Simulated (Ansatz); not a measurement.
Hf: stiffness from a series of strains

```yaml
crystal:
  lattice:
    - [-1.80500, 1.80500, 1.80500]
    - [1.80500, -1.80500, 1.80500]
    - [1.80500, 1.80500, -1.80500]
  atoms:
    - { symbol: Hf, position: [0.00000, 0.00000, 0.00000] }
```

The conventional cell has a = 3.610 Å, b = 3.610 Å, c = 3.610 Å, α = 90.00°, β = 90.00°, γ = 90.00°. Hf (atom 1) is surrounded by 8 Hf at 3.13 Å.

The cell comes from COD entry 1522789, which wasn't checked; take it as a given geometry.

No spin–orbit coupling, which matters for the heavy atoms here.

Theory: DFT, PBE, all-electron LAPW, scalar-relativistic (Ansatz 0.2.0).

Numerical set-up: a Γ-centred 14×14×14 k mesh, Fermi–Dirac smearing of 0.05 eV, basis error target 0.5 meV/atom, no spin polarisation.

The strain is applied along the Cartesian axes of the cell as listed (the other components stay zero). Fractional coordinates are held (clamped ions).

σ is the change of stress from the unstrained cell, which is at -4.88 GPa; tension is positive, so slopes are stress–strain coefficients at that pressure. In a metal the k mesh adds noise.

Only quantities that a quadratic follows smoothly over the whole series are listed; rougher ones are left out.

```csv
εxx = εyy,σzz (GPa),σxx (GPa)
-0.0300,-6.53,-5.26
-0.0200,-4.29,-3.27
-0.0100,-2.14,-1.52
0.0000,0.00,0.00
0.0200,3.84,2.72
0.0300,5.60,3.86
```

Problem. Fit the series and read off the stiffness at zero strain.

Solution. Least-squares fits y = p0 + p1 x + p2 x² to the rows give σzz (GPa): p1 = 203, p2 = -480; σxx (GPa): p1 = 151, p2 = -820. So 2 C12 = 203 GPa and C11 + C12 = 151 GPa.

Problem. One run, at εxx = εyy = 0.0100, is withheld. Predict its row.

Solution. The fits give 1.95, 1.47; the run gave 1.99, 1.42.
